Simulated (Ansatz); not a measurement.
**Sn: ideal shear of a crystal plane**

The calculation used DFT PBE, scalar-relativistic, plane waves, PAW in Ansatz 0.2.0. The runs took a 420 eV cutoff, a Γ-centred 15×15×5 mesh and Gaussian smearing (0.15 eV). No spin polarisation. Energies are free energies at this smearing, counted from the undisturbed cell; pressure is positive in compression.

The undisturbed cell (relaxed at this level):

```
Sn
1.0
     3.32815   -3.32815    0.00000
     3.32815    0.00000   -3.32815
     6.65630    6.65630    6.65630
Sn
6
Direct
  0.66667 0.66667 0.54163
  0.00000 0.00000 0.20830
  0.33333 0.33333 0.87497
  0.66667 0.66667 0.79163
  0.00000 0.00000 0.45830
  0.33333 0.33333 0.12497
```

The cut lies on the cell's a–b face, a (1 1 1) plane (indices in the standard cell, whose axes needn't be the Cartesian ones shown) of area 19.19 Å², between layers 2.88 Å apart. Vector c is tilted by f times 1·a + 1·b (length 8.152 Å) with the atoms' Cartesian places fixed: one unrelaxed fault a cell. The traction is dγ/du, the slope of γ against the slip u in Å.

```csv
f,γ (mJ/m²),traction (GPa)
0.0000,0,0.0
0.1667,349,5.1
0.3333,829,0.0
0.5000,681,-0.5
0.6667,742,0.0
0.8333,333,-4.7
```

Problem. Read off the first barrier and the stress needed to climb it, and compare with Frenkel's sinusoid.

Solution. The first sampled maximum lies at f = 0.333, a slip of 2.72 Å, with γ ≈ 829 mJ/m², which stands in for the unstable fault energy γ_us, and the steepest sampled slope before it is 5.1 GPa. A sinusoid γ = γ_us sin²(πu/λ) with its maximum there has λ = 5.43 Å and a largest slope πγ_us/λ = 4.8 GPa (1 mJ/m² per Å = 0.01 GPa). The stand-in is too high: a rotation axis of order three or more passes through this point, so the curvature is the same in every direction of the plane and the point is a peak of the γ-surface, which slip goes round.

Problem. Is there a metastable fault on this line?

Solution. The samples dip to a local minimum of 681 mJ/m² at f = 0.500. It lies off the rotation axes, between two maxima that lie on them, so it is most likely the pass between two peaks of the γ-surface: a saddle for slip across the line, a better estimate of γ_us, and no metastable fault.

The cut is rigid; relaxing the faces lowers these energies and usually the stresses.

In a metal these slopes depend on the k mesh and the smearing.

Cost: 6 runs of about 30 core-minutes in all, on Intel Xeon Processor @ 2.50GHz (Skylake/Cascade Lake) (shared hosts).